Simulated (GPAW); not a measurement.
ZnS (Wurtzite-2H):

```
Zn S
1.0
     3.81100    0.00000    0.00000
    -1.90550    3.30042    0.00000
     0.00000    0.00000    6.23400
Zn S
2 2
Cartesian
  1.9055 1.1001 3.1170
  0.0000 2.2003 0.0000
  1.9055 1.1001 5.5171
  0.0000 2.2003 2.4001
```

```yaml
Program: GPAW 26.7.0
Task: relaxation of cell and atoms
Functional: PBEint
Potentials_or_basis: PAW data sets generated in the run's folder for this functional
Cutoff: 600 eV
Basis: pw
k_mesh: 6 × 6 × 3
Occupations: fermi-dirac, width 0.05 eV
Spin: no spin polarisation
```

At the start: pressure 0.1 GPa; volume 19.60 Å³/atom.

Question: How do energy, volume and symmetry change on relaxing?

Answer: Over 6 steps the energy falls by 5.3 meV/atom and the volume is 19.58 Å³/atom (-0.1 %); space group P6_3mc (No. 186, to 0.05 Å).

Step by step:
```csv
step,energy change (eV),largest force (eV/Å),pressure (GPa),volume (Å³)
1,0.0000,0.3201,0.15,78.41
2,-0.0060,0.2748,0.09,78.43
3,-0.0201,0.0349,-0.08,78.49
4,-0.0205,0.0147,-0.07,78.47
5,-0.0206,0.0129,-0.06,78.46
6,-0.0213,0.0042,0.08,78.30
```

Final structure:
```
Zn S
1.0
     3.80711    0.00000    0.00000
    -1.90355    3.29705    0.00000
     0.00000    0.00000    6.23803
Zn S
2 2
Direct
  0.66667 0.33333 0.50528
  0.33333 0.66667 0.00528
  0.66667 0.33333 0.87972
  0.33333 0.66667 0.37972
```

Caveat: later steps reuse the first step's grids.
